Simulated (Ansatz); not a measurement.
Charge transition levels of the Ca on the F site in CaF2, term by term

Theory: DFT PBE, scalar-relativistic, plane waves, PAW (Ansatz). (420 eV cutoff, 2×2×2 k-mesh, shifted by half a step, Gaussian smearing of 0.01 eV, collinear spin in charge 0, -2 alone)

Host crystal, relaxed:

```
CELL_PARAMETERS angstrom
0.00000 2.75588 2.75588
2.75588 0.00000 2.75588
2.75588 2.75588 0.00000
ATOMIC_POSITIONS crystal
Ca 0.00000 0.00000 0.00000
F 0.75000 0.75000 0.75000
F 0.25000 0.25000 0.25000
```

The Ca on the F site was set at (0.750, 0.750, 0.750) of the host cell, in a supercell of 48 sites (670 Å³), relaxed at fixed cell in each charge q. The host's Kohn–Sham gap is 7.14 eV and its static dielectric constant 8.7 (mean). For each charge: the supercell's free energy over the neutral one with q electrons exchanged at the valence band top, F(q) − F(0) + qE_v; the image-charge term; and the term that aligns the potential far from the defect with the host's.

```tsv
q	F(q) − F(0) + qE_v (eV)	image charge (eV)	alignment (eV)
0	0.000	0.000	0.000
-1	7.740	0.272	-0.260
-2	14.794	1.087	-0.669
```

Q: Add the terms and find the levels between neighbouring charges, ε(q/q′) = [A(q′) − A(q)]/(q − q′), with and without the two corrections.

A: A(q): 0.000 eV for 0, 7.752 eV for -1, 15.211 eV for -2.
```csv
level,corrected (eV over E_v),uncorrected (eV)
(0/-1),7.75,7.74
(-1/-2),7.46,7.05
```

As a check, a point charge in a simple cubic cell of this volume has q²αe²/(2εL) = 0.267 q² eV (e² = 14.40 eV Å, α = 2.837, L = 8.75 Å); the shape of the real cell can change it somewhat. The term grows as q², so it pushes donor levels down and acceptor levels up. The program doubts the alignment for q = -1, -2, so levels beside it are uncertain by about that term.

Q: Which of these charges is lowest with the Fermi level at the valence band top, at mid-gap and at the conduction band bottom?

A: The line A(q) + qE_F that lies lowest gives the charge: 0 at E_F = 0.00 eV, 0 at E_F = 3.57 eV, 0 at E_F = 7.14 eV. The level (0/-1) lies above (-1/-2), so charge -1 is never the lowest: a negative-U pattern, with a direct (0/-2) level at 7.61 eV, outside this gap. (0/-1) and (-1/-2) fall outside this Kohn–Sham gap, so the change of charge isn't reached within it; the real gap is usually wider and may hold a localised level, while a level that comes from a carrier in the host's bands only marks the band edge and moves with it. In charge 0, -1 the cell has partly filled levels, from a carrier spread over the host's bands, a defect level that the small cell broadens into a band, or a degenerate defect level that the symmetric start can't split, so the levels beside it are doubtful. Charges beyond those computed could lie lower near the band edges.

Q: The neutral defect forms at 14.09 eV with atoms taken from and returned to the elements. What are the formation energies at those three Fermi levels, and what share of sites would hold the defect at 1200 K with E_F at mid-gap, if the host still stood at that temperature?

A: E_f = E_f(0) + A(q) + qE_F = 14.09, 14.09, 14.09 eV. In the dilute limit the share is exp(−E_f/k_BT) = exp(−14.093/0.1034) = 6.5×10⁻⁶⁰, leaving out degeneracy and vibrational entropy. Both elements stand at their elemental potentials, a limit that the host or competing compounds often put out of reach. The small cell and the narrow Kohn–Sham gap leave errors of tenths of an eV or more, which change the share by orders of magnitude.